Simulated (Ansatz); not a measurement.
## BAs: excitons and shallow donors from band masses and screening

All numbers below come from Ansatz, DFT r2SCAN, scalar-relativistic, plane waves, PAW.

Settings: cutoff 500 eV, Γ-centred mesh 10×10×10 on the computed 2-atom cell, Gaussian smearing of 0.02 eV; no spin polarisation.

Relaxed cell: F-43m, a = 4.784 Å, b = 4.784 Å, c = 4.784 Å, α = 90.00°, β = 90.00°, γ = 90.00°, 2 atoms in the primitive cell.

The calculation gives a Kohn–Sham gap of 1.37 eV, an electron mass of 0.285 mₑ and a hole mass of 0.216 mₑ (harmonic means over x, y, z and over the bands degenerate at each edge), and ε∞ = 9.33 (independent particles, mean of the diagonal). The masses depend on direction at the band edges, which the isotropic model averages.

Question: Estimate the binding energy and radius of a Wannier–Mott exciton and of a shallow donor, and say whether the hydrogenic model can hold.

Answer: The reduced mass is μ = mₙmₕ/(mₙ + mₕ) = 0.123 mₑ, with mₙ and mₕ the band masses. With E_b = 13.606 eV × μ/ε² and a = 0.529 Å × ε/μ (μ in mₑ) the exciton has E_b = 19.2 meV and a = 40 Å. For a donor μ is the electron mass: 45 meV and 17.3 Å. The exciton's radius is 12 times the shortest lattice vector (3.38 Å), so the continuum picture is reasonable. In a polar crystal the ions screen too, so a state bound more weakly than an optical phonon feels the larger static constant, which lowers the energy and widens the orbit. The other way, the small Kohn–Sham gap and the missing local fields make ε∞ too large and the masses tend to be too light, which underbinds. The edges lie at different points of the zone, so the exciton is indirect.